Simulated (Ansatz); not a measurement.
Input and output for Ir (fcc type): DFT, PBE, PAW with Ansatz's default frozen-core files, scalar-relativistic (Ansatz 0.2.0). This run: cell relaxed at zero pressure.

The start is a guessed cell.

Command: `ansatz run input.yaml --threads 1 --pin off --max-ram 3584MiB --backend cpu --events-out ev --progress --plain --runs-dir out` It took 5.2 s on 1 thread of Arm Neoverse V2, on a shared host, peak memory 0.3 GiB.

```yaml
crystal:
  lattice:
    - [0.0, 1.93574972, 1.93574972]
    - [1.93574972, 0.0, 1.93574972]
    - [1.93574972, 1.93574972, 0.0]
  atoms:
    - { symbol: Ir, position: [0.0, 0.0, 0.0] }
kpoints:
  mp_grid: { grid: [18, 18, 18] }
scf:
  occupations: { method: fermi_dirac, width: 0.05 }
hamiltonian:
  xc: pbe
  pseudopotentials: { kind: paw }
output:
  forces: true
  stress: true
relax:
  f_tol: 0.005
  max_steps: 40
  cell: {}
```

Output:

```
Engine: ansatz 0.2.0
Pseudopotentials: kind: paw
Pseudopotential: Ir, paw, valence charge 17, recommended cutoff 420 eV (normal), Ir.paw.azcp
Functional definition: PBE
  parameter kappa = 0.804
  parameter beta = 0.06672455060314922
  exchange = pbe_x(kappa = kappa, mu = beta*pi^2/3)
  correlation = pbe_c(beta = beta)
Crystal: 1 atoms, lattice volume = 14.507 Å³
Basis set: ecut = 420 eV, 283 PW (Γ), exchange–correlation on 40×40×40 points (8 copies of the dense FFT grid, shifted against one another)
Bands: 13, of which v1, the nominal top of the filled ones, is band 9 counted from 1 (8 counted from 0)
Symmetry: 48 space group operations
Space group: Fm-3m (ITA 225), of the structure as read, at distance tolerance 2.4e-5 Å
k-points: 195 of 5832
Non-local potential: Ir, projectors of the file, l = 0: 3, l = 1: 2, l = 2: 2, l = 3: 1
PAW form: soft (Blöchl's): semilocal exchange-correlation on the pseudo side does not see the compensation charge
PAW one-centre angular grid: Ir, 590 points (default); XC on 64 Gauss nodes
Initial density: superposition of atomic densities (neutral atoms: chi_scale 0, normalization atom), corrected by the library's trained network
Initial wavefunctions: pseudopotential atomic-orbital guess
Functional: x = pbe(κ = 0.804, μ = 0.2195149727645171), c = pbe(β = 0.06672455060314922)
SCF iter   1: F=—  HF=-11935.314006 eV  |F-HF|=—  |Δ(HF+E_count)|=         —  Δρ=3.90e-3  dr2=2.79e-4  ethr=1.77e-3  ⟨swp⟩=5.1  Hψ=12951  notcnv=0
preconditioner: auto → none  [metal: Δε(μ)=0.017 eV  Ē_g=13.921 eV  σ=0.050 eV  W_gap=0.08  n_scr=0 (ndim 8)  ℏωp=29.2 eV  f_vac=0.000  D(μ)=1.04/eV (n_scr^D=14)]
SCF iter   2: F=—  HF=-11935.314756 eV  |F-HF|=—  |Δ(HF+E_count)|=   7.50e-4  Δρ=2.02e-3  dr2=7.83e-5  ethr=1.64e-6  ⟨swp⟩=2.5  Hψ=5416  notcnv=0
SCF iter   3: F=—  HF=-11935.315069 eV  |F-HF|=—  |Δ(HF+E_count)|=   3.13e-4  Δρ=3.09e-4  dr2=1.32e-5  ethr=4.61e-7  ⟨swp⟩=2.0  Hψ=3431  notcnv=0
SCF iter   4: F=—  HF=-11935.315065 eV  |F-HF|=—  |Δ(HF+E_count)|=   4.31e-6  Δρ=8.22e-5  dr2=6.60e-7  ethr=7.79e-8  ⟨swp⟩=2.4  Hψ=3409  notcnv=0
iter 5 did not close the SCF: its close was put off for the readings that it lacked (scf_convergence_deferred on its scf_iter line)
SCF iter   5: F=-11935.315065 eV  HF=-11935.315065 eV  |F-HF|=3.19e-8  |Δ(HF+E_count)|=   1.78e-7  Δρ=3.07e-5  dr2=7.76e-8  ethr=3.88e-9  ⟨swp⟩=1.3  Hψ=2750  notcnv=0
SCF iter   6: F=-11935.315065 eV  HF=-11935.315065 eV  |F-HF|=8.57e-10  |Δ(HF+E_count)|=   1.44e-8  Δρ=3.31e-6  dr2=1.23e-9  ethr=4.57e-10  ⟨swp⟩=2.4  Hψ=8203  notcnv=0
SCF 1 converged in 6 iterations: F = -11935.315065 eV  dr2 = 1.23e-9
  greatest PAW one-centre occupation: 1.000 electrons in one spin orbital (limit 2), on the Ir atom at site 0 (counted from 0), in its partial waves of l = 0
relax step   1: F+E_penalty+E_count = -11935.31506463 eV  Δ(F+E_penalty+E_count) = +0.000e0 eV  max|allowed force component| = 0.000e0 eV/Å  Δτ_max = 0.0000 Å  P = -0.214 GPa  Ω = 14.507 Å³  (6 SCF iters, dr2 threshold 1.00e-7 eV, accepted)
Crystal: 1 atoms, lattice volume = 14.481 Å³
Initial density: handed on by an earlier stage of this run
Initial wavefunctions: those handed on with the density
iter 1 solved again at ethr=3.11e-9 eV; its pass at ethr=3.10e-3 eV (dr2=5.29e-7 eV) is discarded
SCF iter   1: F=—  HF=-11935.315063 eV  |F-HF|=—  |Δ(HF+E_count)|=         —  Δρ=8.24e-5  dr2=6.34e-7  ethr=3.11e-9  ⟨swp⟩=2.1  Hψ=16312  notcnv=0
preconditioner: auto → none  [metal: Δε(μ)=0.017 eV  Ē_g=13.942 eV  σ=0.050 eV  W_gap=0.09  n_scr=0 (ndim 8)  ℏωp=29.3 eV  f_vac=0.000  D(μ)=1.04/eV (n_scr^D=14)]
SCF iter   2: F=-11935.315063 eV  HF=-11935.315063 eV  |F-HF|=2.45e-8  |Δ(HF+E_count)|=   4.29e-7  Δρ=3.40e-5  dr2=4.46e-8  ethr=5.88e-10  ⟨swp⟩=2.7  Hψ=8777  notcnv=0
SCF 2 converged in 2 iterations: F = -11935.315063 eV  dr2 = 4.46e-8
relax step   2: F+E_penalty+E_count = -11935.31506259 eV  Δ(F+E_penalty+E_count) = +2.043e-6 eV  max|allowed force component| = 0.000e0 eV/Å  Δτ_max = 0.0000 Å  P = +0.403 GPa  Ω = 14.481 Å³  energy of the carried Pulay correction = +1.304e-5 eV  (2 SCF iters, dr2 threshold 1.00e-7 eV, rejected (line search))
Crystal: 1 atoms, lattice volume = 14.498 Å³
iter 1 solved again at ethr=9.88e-10 eV; its pass at ethr=3.10e-3 eV (dr2=1.68e-7 eV) is discarded
SCF iter   1: F=—  HF=-11935.315076 eV  |F-HF|=—  |Δ(HF+E_count)|=         —  Δρ=4.04e-5  dr2=2.34e-7  ethr=9.88e-10  ⟨swp⟩=2.7  Hψ=17132  notcnv=0
preconditioner: auto → none  [metal: Δε(μ)=0.017 eV  Ē_g=13.928 eV  σ=0.050 eV  W_gap=0.09  n_scr=0 (ndim 8)  ℏωp=29.3 eV  f_vac=0.000  D(μ)=1.04/eV (n_scr^D=14)]
SCF iter   2: F=—  HF=-11935.315075 eV  |F-HF|=—  |Δ(HF+E_count)|=   4.27e-7  Δρ=6.47e-6  dr2=2.67e-9  ethr=9.88e-10  ⟨swp⟩=2.2  Hψ=3876  notcnv=0
SCF iter   3: F=—  HF=-11935.315075 eV  |F-HF|=—  |Δ(HF+E_count)|=  3.31e-10  Δρ=2.74e-6  dr2=2.88e-10  ethr=1.57e-11  ⟨swp⟩=2.6  Hψ=3852  notcnv=0
SCF iter   4: F=-11935.315075 eV  HF=-11935.315075 eV  |F-HF|=3.64e-12  |Δ(HF+E_count)|=  1.89e-10  Δρ=1.38e-7  dr2=6.56e-13  ethr=1.00e-12  ⟨swp⟩=3.9  Hψ=10653  notcnv=0
SCF 3 converged in 4 iterations: F = -11935.315075 eV  dr2 = 6.56e-13
relax step   3: F+E_penalty+E_count = -11935.31507517 eV  Δ(F+E_penalty+E_count) = -1.053e-5 eV  max|allowed force component| = 0.000e0 eV/Å  Δτ_max = 0.0000 Å  P = -0.001 GPa  Ω = 14.498 Å³  energy of the carried Pulay correction = +4.525e-6 eV  (4 SCF iters, accepted)
Initial wavefunctions: pseudopotential atomic-orbital guess (no wavefunctions were taken with the density)
iter 1 solved again at ethr=2.81e-8 eV; its pass at ethr=3.10e-3 eV (dr2=4.78e-6 eV) is discarded
SCF iter   1: F=—  HF=-11935.315068 eV  |F-HF|=—  |Δ(HF+E_count)|=         —  Δρ=2.99e-6  dr2=2.00e-10  ethr=2.81e-8  ⟨swp⟩=3.0  Hψ=19687  notcnv=0
eigensolver tolerance schedule: the retry pair's looser diagonalisation over-reported the residual by 23856.91 of it (diagonalisation noise at 0.28 of the residual, at the tolerance the schedule requests for it); recorded, not acted on — ethr = c·dr2/N_el stays at c = 1.0e-1
SCF iter   2: F=—  HF=-11935.315069 eV  |F-HF|=—  |Δ(HF+E_count)|=   1.09e-6  Δρ=1.42e-6  dr2=4.72e-11  ethr=1.18e-12  ⟨swp⟩=2.8  Hψ=4765  notcnv=0
SCF iter   3: F=-11935.315069 eV  HF=-11935.315069 eV  |F-HF|=1.82e-12  |Δ(HF+E_count)|=  3.64e-12  Δρ=2.32e-7  dr2=4.30e-12  ethr=1.00e-12  ⟨swp⟩=3.2  Hψ=10871  notcnv=0
SCF 4 converged in 3 iterations: F = -11935.315069 eV  dr2 = 4.30e-12
relax step   4: F+E_penalty+E_count = -11935.31506876 eV  Δ(F+E_penalty+E_count) = +6.412e-6 eV  max|allowed force component| = 0.000e0 eV/Å  Δτ_max = 0.0000 Å  P = +0.000 GPa  Ω = 14.498 Å³  stress off target by 3.66e-4 GPa  SCF on the basis re-selected at this cell (its energy is not comparable with the rows above)  (3 SCF iters)
basis re-selected at this cell: Δ(F+E_penalty+E_count) = +6.412e-6 eV, ΔP = +0.001 GPa vs the last step (what re-selecting the basis moved, of the pressure what is left beyond the Pulay correction that the steps carried, after the strain that the cell walked since its last selection, with what the two solves' SCF thresholds leave and, on support functions, any second-order correction that the steps lacked; it is no measure of the basis error at this ecutwfc). This SCF's stress stands 3.66e-4 GPa from its target on what of the cell is left free (relax.cell.stress_tol is 5.00e-2 GPa) and its largest allowed force component is 0.00e0 eV/Å (relax.f_tol is 5.00e-3 eV/Å): within both
SCF converged after 3 iterations
Free energy (F): -11935.315069 eV
Harris-Foulkes:  -11935.315069 eV  (|F-HF|=1.82e-12)
Internal energy: -11935.306600 eV  (E = F + TS)
E sigma→0 (E₀):  -11935.310835 eV
Entropy (-TS):   -0.008468 eV (-8.468 meV/atom)
Fermi energy:    25.071615 eV
--- Per-component energies (eV) ---
  E_band       = -93.858777
  E_kinetic    = 622.431002
  E_local      = -1091.759549  (includes V_loc(G=0)·N_el)
  E_nonlocal   = 72.523434
  E_hartree    = 417.315142
  E_xc         = -267.837966
  E_vxc        = -299.923946  (∫ρ·V_xc dr)
  E_paw        = -9223.324305  (= ΣΔE_a)
  E_vpaw       = -231.760127  (= ΣTr[D̂ρ^β])
  E_aug_tail   = 0.000054  (compensation charges beyond the density's cutoff)
  E_ewald      = -2464.654411
  E_smearing   = -0.008468  (= −TS)
  E_closure    = -0.000000  (closes the sum)
  Σ components = -11935.315069   (vs F -11935.315069, Δ=0.00e0)
--- Forces (eV/Å), atoms counted from 1 ---
  atom   1  Ir     0.00000000    -0.00000000     0.00000000
  max |Σ_I F_I| component: 1.64e-32 eV/Å
--- Stress (GPa, compression-positive) ---
        0.000366      -0.000000      -0.000000
       -0.000000       0.000366      -0.000000
       -0.000000      -0.000000       0.000366
  P = ⅓ Tr σ = 0.0004 GPa (0.004 kbar)
--- Relaxed structure (3 steps of the walk, 2 accepted, 1 SCFs on fresh bases) ---
  F+E_penalty+E_count = -11935.31506876 eV   max|allowed force component| = 0.000e0 eV/Å   (the final SCF, on the basis selected at the relaxed cell)
  cell:  # Å, volume = 14.4981 Å³
    - [-3.82152902467169e-35, 1.9353516835000364, 1.9353516835000364]
    - [1.9353516835000364, 2.5476860164477963e-35, 1.9353516835000364]
    - [1.9353516835000364, 1.9353516835000364, -4.2036819271388605e-34]
  atoms:
    - { symbol: Ir, position: [0.0, 0.0, 0.0] }
```

Next run (fcc relaxed under pressure), as changes to the input before:

```diff
   lattice:
-    - [0.0, 1.93574972, 1.93574972]
-    - [1.93574972, 0.0, 1.93574972]
-    - [1.93574972, 1.93574972, 0.0]
+    - [0.0, 1.6287033182, 1.6287033182]
+    - [1.6287033182, 0.0, 1.6287033182]
+    - [1.6287033182, 1.6287033182, 0.0]
   atoms:
 kpoints:
-  mp_grid: { grid: [18, 18, 18] }
+  mp_grid: { grid: [20, 20, 20] }
 scf:
   stress: true
+  eigenvalues: true
 relax:
   max_steps: 40
-  cell: {}
+  cell: { p_target: 630.0, stress_tol: 0.315 }
```

Results part of the output:

```
basis re-selected at this cell: Δ(F+E_penalty+E_count) = -5.104e-6 eV, ΔP = +0.000 GPa vs the last step (what re-selecting the basis moved, of the pressure what is left beyond the Pulay correction that the steps carried, after the strain that the cell walked since its last selection, with what the two solves' SCF thresholds leave and, on support functions, any second-order correction that the steps lacked; it is no measure of the basis error at this ecutwfc). This SCF's stress stands 2.41e-3 GPa from its target on what of the cell is left free (relax.cell.stress_tol is 3.15e-1 GPa) and its largest allowed force component is 0.00e0 eV/Å (relax.f_tol is 5.00e-3 eV/Å): within both
SCF converged after 3 iterations
Free energy (F): -11928.278505 eV
Harris-Foulkes:  -11928.278505 eV  (|F-HF|=7.28e-12)
Internal energy: -11928.275627 eV  (E = F + TS)
E sigma→0 (E₀):  -11928.277066 eV
Entropy (-TS):   -0.002878 eV (-2.878 meV/atom)
Fermi energy:    46.005384 eV
--- Per-component energies (eV) ---
  E_band       = 209.255282
  E_kinetic    = 664.709028
  E_local      = -491.887633  (includes V_loc(G=0)·N_el)
  E_nonlocal   = 79.966626
  E_hartree    = 255.837355
  E_xc         = -279.480235
  E_vxc        = -315.562128  (∫ρ·V_xc dr)
  E_paw        = -9229.590372  (= ΣΔE_a)
  E_vpaw       = -239.645388  (= ΣTr[D̂ρ^β])
  E_aug_tail   = 0.000088  (compensation charges beyond the density's cutoff)
  E_ewald      = -2927.830485
  E_smearing   = -0.002878  (= −TS)
  E_closure    = -0.000000  (closes the sum)
  Σ components = -11928.278505   (vs F -11928.278505, Δ=0.00e0)
--- Forces (eV/Å), atoms counted from 1 ---
  atom   1  Ir     0.00000000    -0.00000000    -0.00000000
  max |Σ_I F_I| component: 6.47e-32 eV/Å
--- Stress (GPa, compression-positive) ---
      629.997594      -0.000000      -0.000000
       -0.000000     629.997594       0.000000
       -0.000000       0.000000     629.997594
  P = ⅓ Tr σ = 629.9976 GPa (6299.976 kbar)
--- Band table (eV; the first three rows and the last of 256) ---
  k-point 0: bands = ["-49.1965", "-4.3716", "-4.3716", "-4.3716", "29.3625", "37.9994", "37.9994", "37.9994", "43.6635", "43.6635", "56.7333", "65.4301", "65.4301"]
  k-point 1: bands = ["-49.1827", "-4.4840", "-4.3848", "-4.3848", "29.5718", "37.8677", "38.0950", "38.0950", "43.5663", "43.5663", "57.1169", "64.7281", "65.7896"]
  k-point 2: bands = ["-49.1423", "-4.8046", "-4.4228", "-4.4228", "30.1576", "37.5470", "38.3525", "38.3525", "43.3326", "43.3326", "58.1665", "63.3289", "66.8333"]
  k-point 255: bands = ["-48.4182", "-7.0090", "-7.0090", "-5.9022", "33.6407", "36.8557", "36.8557", "41.9143", "49.6529", "59.7633", "59.7633", "59.9431", "66.2107"]
--- Relaxed structure (3 steps of the walk, 2 accepted, 1 SCFs on fresh bases) ---
  F+E_penalty+E_count = -11928.27850487 eV   max|allowed force component| = 0.000e0 eV/Å   (the final SCF, on the basis selected at the relaxed cell)
  cell:  # Å, volume = 8.6485 Å³
    - [-1.1146126321959101e-35, 1.6291834822226354, 1.6291834822226354]
    - [1.6291834822226354, 1.2260738954155011e-34, 1.6291834822226354]
    - [1.6291834822226354, 1.6291834822226354, 4.4584505287836404e-35]
  atoms:
    - { symbol: Ir, position: [0.0, 0.0, 0.0] }
```

Next run (bcc relaxed under pressure), as changes to the input before:

```diff
   lattice:
-    - [0.0, 1.6287033182, 1.6287033182]
-    - [1.6287033182, 0.0, 1.6287033182]
-    - [1.6287033182, 1.6287033182, 0.0]
+    - [-1.2927026803, 1.2927026803, 1.2927026803]
+    - [1.2927026803, -1.2927026803, 1.2927026803]
+    - [1.2927026803, 1.2927026803, -1.2927026803]
   atoms:
 kpoints:
-  mp_grid: { grid: [20, 20, 20] }
+  mp_grid: { grid: [21, 21, 21] }
 scf:
```

Results part of the output:

```
basis re-selected at this cell: Δ(F+E_penalty+E_count) = -7.941e-5 eV, ΔP = -0.011 GPa vs the last step (what re-selecting the basis moved, of the pressure what is left beyond the Pulay correction that the steps carried, after the strain that the cell walked since its last selection, with what the two solves' SCF thresholds leave and, on support functions, any second-order correction that the steps lacked; it is no measure of the basis error at this ecutwfc). This SCF's stress stands 2.08e-1 GPa from its target on what of the cell is left free (relax.cell.stress_tol is 3.15e-1 GPa) and its largest allowed force component is 0.00e0 eV/Å (relax.f_tol is 5.00e-3 eV/Å): within both
SCF converged after 3 iterations
Free energy (F): -11927.214322 eV
Harris-Foulkes:  -11927.214322 eV  (|F-HF|=1.46e-11)
Internal energy: -11927.202904 eV  (E = F + TS)
E sigma→0 (E₀):  -11927.208613 eV
Entropy (-TS):   -0.011418 eV (-11.418 meV/atom)
Fermi energy:    45.274206 eV
--- Per-component energies (eV) ---
  E_band       = 208.274775
  E_kinetic    = 665.676513
  E_local      = -500.356974  (includes V_loc(G=0)·N_el)
  E_nonlocal   = 81.394364
  E_hartree    = 258.539799
  E_xc         = -279.182991
  E_vxc        = -315.162323  (∫ρ·V_xc dr)
  E_paw        = -9230.127854  (= ΣΔE_a)
  E_vpaw       = -240.356568  (= ΣTr[D̂ρ^β])
  E_aug_tail   = 0.000080  (compensation charges beyond the density's cutoff)
  E_ewald      = -2923.145841
  E_smearing   = -0.011418  (= −TS)
  E_closure    = -0.000000  (closes the sum)
  Σ components = -11927.214322   (vs F -11927.214322, Δ=0.00e0)
--- Forces (eV/Å), atoms counted from 1 ---
  atom   1  Ir    -0.00000000     0.00000000    -0.00000000
  max |Σ_I F_I| component: 1.40e-31 eV/Å
--- Stress (GPa, compression-positive) ---
      629.791924      -0.000000      -0.000000
        0.000000     629.791924      -0.000000
       -0.000000      -0.000000     629.791924
  P = ⅓ Tr σ = 629.7919 GPa (6297.919 kbar)
--- Band table (eV; the first three rows and the last of 286) ---
  k-point 0: bands = ["-49.2754", "-4.4767", "-4.4767", "-4.4767", "29.1653", "37.6941", "37.6941", "37.6941", "43.5484", "43.5484", "59.8483", "59.8483", "59.8483"]
  k-point 1: bands = ["-49.2621", "-4.5779", "-4.5064", "-4.4779", "29.3652", "37.5802", "37.6845", "37.8839", "43.3420", "43.5469", "60.0183", "60.1454", "60.3628"]
  k-point 2: bands = ["-49.2233", "-4.8678", "-4.5924", "-4.4813", "29.9306", "37.2603", "37.6431", "38.4475", "42.8694", "43.5508", "60.4876", "61.0146", "61.7563"]
  k-point 285: bands = ["-48.2353", "-7.1524", "-7.1341", "-7.1341", "30.3550", "30.4080", "48.3747", "48.3747", "48.6191", "55.7550", "56.4462", "56.4462", "70.6185"]
--- Relaxed structure (3 steps of the walk, 2 accepted, 1 SCFs on fresh bases) ---
  F+E_penalty+E_count = -11927.21432198 eV   max|allowed force component| = 0.000e0 eV/Å   (the final SCF, on the basis selected at the relaxed cell)
  cell:  # Å, volume = 8.6918 Å³
    - [-1.2952365261029468, 1.2952365261029468, 1.2952365261029468]
    - [1.2952365261029468, -1.2952365261029468, 1.2952365261029468]
    - [1.2952365261029468, 1.2952365261029468, -1.2952365261029468]
  atoms:
    - { symbol: Ir, position: [0.0, 0.0, 0.0] }
```

Next run (hcp relaxed under pressure), as changes to the input before:

```diff
   lattice:
-    - [-1.2927026803, 1.2927026803, 1.2927026803]
-    - [1.2927026803, -1.2927026803, 1.2927026803]
-    - [1.2927026803, 1.2927026803, -1.2927026803]
+    - [2.3094758729, 0.0, 0.0]
+    - [-1.1547379365, 2.0000647754, 0.0]
+    - [0.0, 0.0, 3.7413509141]
   atoms:
-    - { symbol: Ir, position: [0.0, 0.0, 0.0] }
+    - { symbol: Ir, position: [0.3333333333, 0.6666666667, 0.25] }
+    - { symbol: Ir, position: [0.6666666667, 0.3333333333, 0.75] }
 kpoints:
-  mp_grid: { grid: [21, 21, 21] }
+  mp_grid: { grid: [19, 19, 10] }
 scf:
```

Command: `ansatz run input.yaml --threads 1 --pin off --max-ram 3584MiB --backend cpu --events-out ev --progress --plain --runs-dir out` It took 22 s on 1 thread of Arm Neoverse V2, with other jobs on the host, peak memory 0.35 GiB.

Results part of the output:

```
basis re-selected at this cell: Δ(F+E_penalty+E_count) = -6.626e-5 eV, ΔP = -0.004 GPa vs the last step (what re-selecting the basis moved, of the pressure what is left beyond the Pulay correction that the steps carried, after the strain that the cell walked since its last selection, with what the two solves' SCF thresholds leave and, on support functions, any second-order correction that the steps lacked; it is no measure of the basis error at this ecutwfc). This SCF's stress stands 4.52e-2 GPa from its target on what of the cell is left free (relax.cell.stress_tol is 3.15e-1 GPa) and its largest allowed force component is 1.20e-16 eV/Å (relax.f_tol is 5.00e-3 eV/Å): within both
SCF converged after 7 iterations
Free energy (F): -23856.290063 eV
Harris-Foulkes:  -23856.290063 eV  (|F-HF|=0.00e0)
Internal energy: -23856.282831 eV  (E = F + TS)
E sigma→0 (E₀):  -23856.286447 eV
Entropy (-TS):   -0.007231 eV (-3.616 meV/atom)
Fermi energy:    46.233885 eV
--- Per-component energies (eV) ---
  E_band       = 417.221835
  E_kinetic    = 1329.725141
  E_local      = -989.356691  (includes V_loc(G=0)·N_el)
  E_nonlocal   = 160.081784
  E_hartree    = 513.565967
  E_xc         = -558.861628
  E_vxc        = -630.988305  (∫ρ·V_xc dr)
  E_paw        = -18459.262678  (= ΣΔE_a)
  E_vpaw       = -479.372205  (= ΣTr[D̂ρ^β])
  E_aug_tail   = 0.000175  (compensation charges beyond the density's cutoff)
  E_ewald      = -5852.174902
  E_smearing   = -0.007231  (= −TS)
  E_closure    = -0.000000  (closes the sum)
  Σ components = -23856.290063   (vs F -23856.290063, Δ=0.00e0)
--- Forces (eV/Å), atoms counted from 1 ---
  atom   1  Ir    -0.00000000     0.00000000     0.00000000
  atom   2  Ir     0.00000000    -0.00000000     0.00000000
  max |Σ_I F_I| component: 5.55e-17 eV/Å
--- Stress (GPa, compression-positive) ---
      629.954842      -0.000000       0.000000
       -0.000000     629.954842       0.000000
        0.000000       0.000000     629.988689
  P = ⅓ Tr σ = 629.9661 GPa (6299.661 kbar)
--- Band table (eV; the first three rows and the last of 240) ---
  k-point 0: bands = ["-49.2326", "-48.6537", "-8.3874", "-4.9239", "-4.9239", "-4.4323", "-4.4158", "-4.4158", "29.2928", "31.2383", "37.8224", "38.0892", "38.0892", "39.5120", "39.5120", "41.3168", "41.3168", "45.0075", "46.6105", "46.6105", "57.2852"]
  k-point 1: bands = ["-49.2189", "-48.6684", "-8.3019", "-4.9117", "-4.9117", "-4.5440", "-4.4285", "-4.4285", "29.5015", "31.3075", "37.7247", "38.0009", "38.0009", "39.3866", "39.3866", "41.5952", "41.5952", "44.4385", "46.6581", "46.6581", "56.8119"]
  k-point 2: bands = ["-49.1790", "-48.7107", "-8.0516", "-4.8764", "-4.8764", "-4.8628", "-4.4653", "-4.4653", "30.0855", "31.5021", "37.4814", "37.8335", "37.8335", "39.0610", "39.0610", "42.3168", "42.3168", "43.0120", "46.7139", "46.7139", "56.2707"]
  k-point 239: bands = ["-48.5078", "-48.5078", "-7.6308", "-7.6308", "-6.8043", "-6.8043", "-5.1318", "-5.1318", "33.6721", "33.6721", "35.5595", "35.5595", "38.6902", "38.6902", "40.9803", "40.9803", "46.8531", "46.8531", "57.8664", "57.8664", "59.8689"]
--- Relaxed structure (4 steps of the walk, 4 accepted, 1 SCFs on fresh bases) ---
  F+E_penalty+E_count = -23856.29006267 eV   max|allowed force component| = 1.203e-16 eV/Å   (the final SCF, on the basis selected at the relaxed cell)
  cell:  # Å, volume = 17.3259 Å³
    - [2.3040154227638525, 2.8799274441028744e-11, 0.0]
    - [-1.1520077114068672, 1.99533588681024, 0.0]
    - [0.0, 0.0, 3.768715292528283]
  atoms:
    - { symbol: Ir, position: [0.3333333333333333, 0.6666666666666666, 0.24999999999999997] }
    - { symbol: Ir, position: [0.6666666666666667, 0.3333333333333333, 0.75] }
```

Spin–orbit coupling is left out, which matters for the heavy atoms. At this compression frozen-core PAW has no all-electron check here.
